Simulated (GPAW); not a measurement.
Write an ASE script for GPAW 26.7.0 that does the following.

- Task: Fermi surface
- Functional: M06-L
- Potentials or basis: GPAW PAW data sets (gpaw-data 1.2.1)
- Cutoff: 600 eV
- Basis: pw
- k mesh: 12 × 12 × 12
- Occupations: fermi-dirac, width 0.05 eV
- Spin: no spin polarisation
- Maxiter: 150
- Fermi k mesh: 18 × 18 × 18

Crystal: Pd.

```xyz
1
Lattice="0.0000 1.9465 1.9465 1.9465 0.0000 1.9465 1.9465 1.9465 0.0000" Properties=species:S:1:pos:R:3 pbc="T T T"
Pd    0.0000    0.0000    0.0000
```

These files were run (other wordings do the same):

run.py

```python
import json
import numpy as np
from ase import Atoms
from ase.dft.bandgap import bandgap
from ase.io import write
from ase.units import GPa
from gpaw import GPAW, PW

atoms = Atoms(['Pd'],
              cell=[[0.0, 1.9465, 1.9465],
                    [1.9465, 0.0, 1.9465],
                    [1.9465, 1.9465, 0.0]],
              scaled_positions=[[0.0, 0.0, 0.0]],
              pbc=True)

calc = GPAW(mode=PW(600),
            xc='M06-L',
            kpts={'size': (12, 12, 12), 'gamma': True},
            occupations={'name': 'fermi-dirac', 'width': 0.05},
            nbands=17,
            convergence={'density': 1e-05, 'energy': 1e-05},
            maxiter=150,
            txt='gpaw.txt')
atoms.calc = calc
energy = atoms.get_potential_energy()
forces = atoms.get_forces()
stress = atoms.get_stress()
calc.write('gs.gpw')
write('result.traj', atoms)
print(f'Energy: {energy:.6f} eV')
print('Forces (eV/A):')
print(forces.round(4))
print('Stress (GPa):', (stress / GPa).round(3))
print('Fermi level:', round(calc.get_fermi_level(), 4), 'eV')
print(f'Gap: {bandgap(calc)[0]:.4f} eV, direct: {bandgap(calc, direct=True)[0]:.4f} eV')

size = (18, 18, 18)
dense = calc.fixed_density(kpts={'size': size, 'gamma': True}, update_fermi_level=True,
                           convergence={'bands': 'CBM+2.0', 'eigenstates': 1e-7}, txt='dense.txt')
ef = dense.get_fermi_level()
index = np.round(dense.get_bz_k_points() * size).astype(int) % size
recip = 2 * np.pi * atoms.cell.reciprocal()
sheets = []
for s, e_kn in enumerate(dense.eigenvalues()):
    for n in range(e_kn.shape[1] - 2):
        if e_kn[:, n].min() < ef < e_kn[:, n].max():
            e = np.empty(size)
            e[tuple(index.T)] = e_kn[dense.get_bz_to_ibz_map(), n] - ef
            de = np.array([(np.roll(e, -1, c) - np.roll(e, 1, c)) * size[c] / 2 for c in range(3)])
            v = np.linalg.norm(np.einsum('vc,cxyz->vxyz', np.linalg.inv(recip), de), axis=0)
            w = np.exp(-(e / 0.1)**2) / (0.1 * np.pi**0.5)
            sheets.append({'spin': s, 'band': n, 'filled': (e < 0).mean(), 'dos': w.mean(), 'bottom': e.min(), 'top': e.max(),
                           'velocity': (w * v).sum() / w.sum() * 1.519267e5, 'slice': e[:, :, 0].round(3).tolist()})
            print(f'spin {s} band {n}: filled share {sheets[-1]["filled"]:.3f}, from {e.min():.3f} to {e.max():.3f} eV,',
                  f'{w.mean():.3f} states/eV, mean velocity {sheets[-1]["velocity"]:.3e} m/s')
print('Fermi level on the dense mesh:', round(ef, 4), 'eV,', len(sheets), 'sheets')
json.dump({'ef': ef, 'sheets': sheets}, open('fermi.json', 'w'))
```

Potentials or basis: GPAW PAW data sets (gpaw-data 1.2.1), pw.

The run is started by

```console
$ OMP_NUM_THREADS=1 python run.py
```

It gave:

```
Pressure               : 0.4 GPa
Band gap on the k mesh : none (metal or under the smearing width)
```

Caveat: the PAW data sets were made with another functional, which shifts forces and pressure a little.

It took 2.7 min on 1 thread of Arm Neoverse V1, on a shared host, peak memory 0.26 GiB.
